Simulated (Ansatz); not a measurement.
# Run record: elastic constants by finite strains of CaO (Fm-3m)

Computed with PBEsol, all-electron LAPW in Ansatz 0.2.0, scalar-relativistic; not a measurement.

Cell and atoms were relaxed beforehand by PAW with this functional.

Command line:

```sh
ansatz run input.yaml --threads 1 --pin off --max-ram 2560MiB --backend cpu --events-out ev --progress --plain --runs-dir out
```

input.yaml:

```yaml
crystal:
  lattice:
    - [0.0, 2.38357389606, 2.38357389606]
    - [2.38357389606, 0.0, 2.38357389606]
    - [2.38357389606, 2.38357389606, 0.0]
  atoms:
    - { symbol: Ca, position: [0.0, 0.0, 0.0] }
    - { symbol: O, position: [0.5, 0.5, 0.5] }
kpoints:
  mp_grid: { grid: [8, 8, 8] }
scf:
  occupations: { method: fixed }
hamiltonian:
  xc: pbesol
  pseudopotentials: { kind: all_electron, lapw: { basis_error: 0.0005 } }
elastic:
  mode: relaxed_ion
  stencil: two_point
  amplitude: 0.003
```

Output (shortened where marked):

```
Warning: RAYON_NUM_THREADS=1 ignored (pool sized by the plan → 1); use --threads N
LAPW: plane waves up to 8.682 Å⁻¹, error target 5.0e-4 eV per atom; small_component_spin mean_spin; O in spheres of 1.120 Å, 6 of its electrons in bands, Dirac shells []; Ca in spheres of 1.192 Å, 18 of its electrons in bands, ...
Engine: ansatz 0.2.0, aarch64-unknown-linux-gnu
Pseudopotentials: kind: all_electron
Pseudopotential: Ca, LAPW, valence charge 18, lapw/all_electron/scalar/gaussian/Ca, Koelling and Harmon's equation, gaussian nucleus
Pseudopotential: O, LAPW, valence charge 6, lapw/all_electron/scalar/gaussian/O, Koelling and Harmon's equation, gaussian nucleus
Functional definition: PBEsol
  exchange = pbesol_x
  correlation = pbesol_c
davidson cushion auto → on  (no smearing: the cushion is to keep the highest requested band from converging to the state above it; pin scf.eigensolver.cushion to override)
Crystal: 2 atoms, lattice volume = 27.084 Å³
Basis set: ecut = 287.19769538067504 eV, 307 PW (Γ), exchange–correlation at level 2
Bands: 16, of which v1, the nominal top of the filled ones, is band 12 counted from 1 (11 counted from 0)
Symmetry: 48 space group operations
Space group: Fm-3m (ITA 225), of the structure as read, at distance tolerance 3.0e-5 Å
k-points: 29 of 512
Non-local potential: Ca, projectors of the file, none
Non-local potential: O, projectors of the file, none
Initial density: superposition of atomic densities (chi_scale 0.1, normalization cell, long waves kept (reshape's long-wave potential 0.00 eV rms))
Initial wavefunctions: plane waves of lowest kinetic energy (no species holds an atomic orbital)
Functional: x = pbesol(κ = 0.804, μ = 0.12345679012345678), c = pbesol(β = 0.046)
iter 1 solved again at ethr=9.95e-3 eV; its pass at ethr=1.00e-1 eV (dr2=2.39e0 eV) is discarded
SCF iter   1: F=—  HF=-20538.173718 eV  |F-HF|=—  |Δ(HF+E_count)|=         —  Δρ=8.13e-2  dr2=2.39e0  ethr=9.95e-3  ⟨swp⟩=2.0  Hψ=2973  notcnv=0
preconditioner: auto → none  [insulator: Δε(μ)=6.268 eV  Ē_g=19.167 eV  n_scr=14 (ndim 8)  ℏωp=26.7 eV  f_vac=0.000  ε∞_Penn≈2.9]
SCF iter   2: F=—  HF=-20537.593999 eV  |F-HF|=—  |Δ(HF+E_count)|=   5.80e-1  Δρ=4.25e-2  dr2=5.97e-1  ethr=9.94e-3  ⟨swp⟩=3.0  Hψ=1557  notcnv=0
SCF iter   3: F=—  HF=-20536.693769 eV  |F-HF|=—  |Δ(HF+E_count)|=   9.00e-1  Δρ=1.85e-2  dr2=1.23e-1  ethr=2.49e-3  ⟨swp⟩=3.0  Hψ=1646  notcnv=0
SCF iter   4: F=—  HF=-20536.689766 eV  |F-HF|=—  |Δ(HF+E_count)|=         —  Δρ=6.43e-3  dr2=1.61e-2  ethr=5.14e-4  ⟨swp⟩=3.0  Hψ=1576  notcnv=0
the basis was enlarged: its passes take 75.1 KiB over the memory plan, 1 of 1 planned eigensolver slots
SCF iter   5: F=—  HF=-20536.681292 eV  |F-HF|=—  |Δ(HF+E_count)|=   8.47e-3  Δρ=3.49e-3  dr2=4.76e-3  ethr=6.72e-5  ⟨swp⟩=2.2  Hψ=1543  notcnv=0
iter 6 solved again at ethr=2.69e-7 eV; its pass at ethr=1.98e-5 eV (dr2=6.47e-5 eV) is discarded
SCF iter   6: F=—  HF=-20536.678511 eV  |F-HF|=—  |Δ(HF+E_count)|=   2.78e-3  Δρ=4.09e-4  dr2=6.47e-5  ethr=2.69e-7  ⟨swp⟩=2.2  Hψ=2644  notcnv=0
SCF iter   7: F=—  HF=-20536.678466 eV  |F-HF|=—  |Δ(HF+E_count)|=   4.43e-5  Δρ=2.68e-5  dr2=2.57e-7  ethr=2.69e-7  ⟨swp⟩=3.0  Hψ=1611  notcnv=0
[... 52 lines left out ...]
SCF iter   3: F=—  HF=-20536.678409 eV  |F-HF|=—  |Δ(HF+E_count)|=   3.19e-7  Δρ=2.30e-6  dr2=5.92e-10  ethr=4.04e-12 (applied; sched 2.49e-12)  ⟨swp⟩=3.1  Hψ=9421  notcnv=0  defer=1
SCF iter   4: F=—  HF=-20536.678409 eV  |F-HF|=—  |Δ(HF+E_count)|=   1.63e-9  Δρ=8.32e-7  dr2=2.43e-10  ethr=5.35e-12 (applied; sched 2.47e-12)  ⟨swp⟩=3.0  Hψ=5652  notcnv=0  defer=1
SCF iter   5: F=—  HF=-20536.678409 eV  |F-HF|=—  |Δ(HF+E_count)|=  3.93e-10  Δρ=1.53e-7  dr2=3.06e-12  ethr=4.74e-12 (applied; sched 1.01e-12)  ⟨swp⟩=2.0  Hψ=5036  notcnv=0
SCF iter   6: F=—  HF=-20536.678409 eV  |F-HF|=—  |Δ(HF+E_count)|=  8.00e-11  Δρ=3.65e-8  dr2=1.08e-13  ethr=4.65e-12 (applied; sched 1.00e-12)  ⟨swp⟩=2.0  Hψ=5035  notcnv=0
SCF iter   7: F=-20536.678409 eV  HF=-20536.678409 eV  |F-HF|=3.64e-12  |Δ(HF+E_count)|=  2.18e-11  Δρ=5.59e-9  dr2=2.29e-15  ethr=4.65e-12 (applied; sched 1.00e-12)  ⟨swp⟩=2.0  Hψ=5035  notcnv=0
SCF 5 converged in 7 iterations: F = -20536.678409 eV  dr2 = 2.29e-15
SCF converged after 10 iterations
Free energy (F): -20536.678468 eV
Harris-Foulkes:  -20536.678468 eV  (|F-HF|=3.64e-12)
Internal energy: -20536.678468 eV  (E = F + TS)
E sigma→0 (E₀):  -20536.678468 eV
Fermi energy:    8.286116 eV
--- Per-component energies (eV) ---
  E_band       = -2775.220843
  E_kinetic    = 20673.347563
  E_xc         = -1189.157492
  E_electrostatic = -40020.868539  (all electrons and nuclei)
  E_smearing   = -0.000000  (= −TS)
  E_closure    = 0.000000  (closes the sum)
  Σ components = -20536.678468   (vs F -20536.678468, Δ=0.00e0)
  Basis errors (estimates in eV, not in F): energy 2.5e-4 per atom: plane waves 2.3e-4 (1.2e-4 summed), levels above the bands 0.0e0, relativity 4.5e-8, radial functions 2.2e-5, core shells 4.6e-7; eigenvalues (radial functions ...
--- Forces (eV/Å), atoms counted from 1 ---
  atom   1  Ca     0.00000000    -0.00000000     0.00000000
  atom   2  O      0.00000000    -0.00000000    -0.00000000
  max |Σ_I F_I| component: 2.76e-30 eV/Å
--- Stress (GPa, compression-positive) ---
        0.006239      -0.000000      -0.000000
       -0.000000       0.006239      -0.000000
       -0.000000      -0.000000       0.006239
  P = ⅓ Tr σ = 0.0062 GPa (0.062 kbar)
--- Elastic constants: 2 strain directions × 2 members + reference (group order 48) ---
  dense FFT box of the reference and of every strained cell: 20×20×20
  strains applied: 11, 23; error gains: componentwise 1.00 (the most a stress slope's error grows in a printed constant), spectral 1.73 (1 for all six strains in a standard setting)
  C = ∂σ_k/∂η_j (tension-positive GPa; Voigt order 11 22 33 23 13 12):
       228.049     59.162     59.162      0.000     -0.000      0.000
        59.162    228.049     59.162     -0.000      0.000      0.000
        59.162     59.162    228.049     -0.000     -0.000      0.000
         0.000      0.000      0.000     77.353      0.000      0.000
         0.000     -0.000     -0.000     -0.000     77.353     -0.000
         0.000     -0.000      0.000      0.000     -0.000     77.353
  reference stress σ⁰ (GPa):     -0.006     -0.006     -0.006      0.000      0.000      0.000
  no Pulay correction (none for the plane-wave cutoff is built on LAPW): the batch's stresses and constants are at fixed plane waves
  C* (energy form; C + prestress term) asymmetry max|C*_kj − C*_jk| = 1.421e-14 GPa — a small one proves nothing (zero by symmetry where the batch's group is 432, −43m or m−3m); a large one is finite-difference/SCF noise where ...
  moduli (Voigt/Reuss/Hill, GPa): K = 115.46/115.46/115.46   G = 80.19/80.04/80.12   E = 195.20   ν = 0.218
  mechanically stable: yes (min eigenvalue of sym C = 77.35 GPa)
  where every solve meets its electron count the energy-path curvature estimates C_jj along a normal strain and C_jj − ¼(σ⁰_aa + σ⁰_bb) along a shear (ab), closely only under elastic.basis: deformed
  strain η (Voigt 11):  stress-route row diagonal C_11 = 228.05 GPa, energy-path curvature d²(F+E_count)/dδ²/Ω₀ = 228.03 GPa
         δ    σ_11 (GPa)             F (eV)   n_scf  n_hpsi   n_pw
    -3.000e-3      -0.7036      -20536.6782888       7   30506    308   relax 0 steps, max|allowed force component| 3.45e-31 eV/Å
     3.000e-3       0.6647      -20536.6782997       7   30519    308   relax 0 steps, max|allowed force component| 4.44e-31 eV/Å
  strain η (Voigt 23):  stress-route row diagonal C_44 = 77.35 GPa, energy-path curvature d²(F+E_count)/dδ²/Ω₀ = 77.36 GPa
         δ    σ_23 (GPa)             F (eV)   n_scf  n_hpsi   n_pw
    -3.000e-3      -0.2321      -20536.6784088       7   50067    308   relax 0 steps, max|allowed force component| 7.15e-31 eV/Å
     3.000e-3       0.2321      -20536.6784088       7   49994    308   relax 0 steps, max|allowed force component| 4.83e-30 eV/Å
```

The calculation finished and met its thresholds.

**Strained cells**

Elastic constants of a crystal by Kohn-Sham DFT: slopes of the stress over finite engineering strains of the given cell, Voigt indices, Cartesian axes as in the input; stress of each strained cell less that at rest, tension positive.

```csv
strain component,strain,stress xx (GPa),stress yy (GPa),stress zz (GPa),stress yz (GPa),stress xz (GPa),stress xy (GPa),relaxation steps
xx,-0.003,-0.6974,-0.1787,-0.1787,0,0,0,0
xx,0.003,0.6708,0.1763,0.1763,0,0,0,0
yz,-0.003,0.0006,-0.0003,-0.0003,-0.2321,0,0,0
yz,0.003,0.0006,-0.0003,-0.0003,0.2321,0,0,0
```

### Elastic constants

```json
{
 "Pressure at rest": "0.006 GPa",
 "Least elastic eigenvalue": "77.35 GPa",
 "Elastically stable": "yes"
}
```

```
index  elastic (GPa)
   11          228.1
   12          59.16
   44          77.35
```

**Elastic moduli**

Hill averages of a grain aggregate, Debye temperature from the mean sound speed over directions.

| Property | Result |
| --- | --- |
| Bulk modulus | 115.5 GPa |
| Shear modulus | 80.12 GPa |
| Young modulus | 195.2 GPa |
| Poisson ratio | 0.2182 |
| Bulk over shear modulus | 1.441 |
| Elastic anisotropy index | 0.0092 |
| Least young modulus | 189.7 GPa |
| Largest young modulus | 203.7 GPa |
| Longitudinal sound speed | 8041 m/s |
| Transverse sound speed | 4827 m/s |
| Elastic debye temperature | 666.8 K |
| Linear compressibility (x, y, z) | 2.887, 2.887, 2.887 1/TPa |
| Zener ratio | 0.916 |
| Cauchy pressure | -18.19 GPa |

Time and hardware: 44 s on 1 thread of Arm Neoverse V1, with other jobs on the host, peak memory 0.38 GiB.
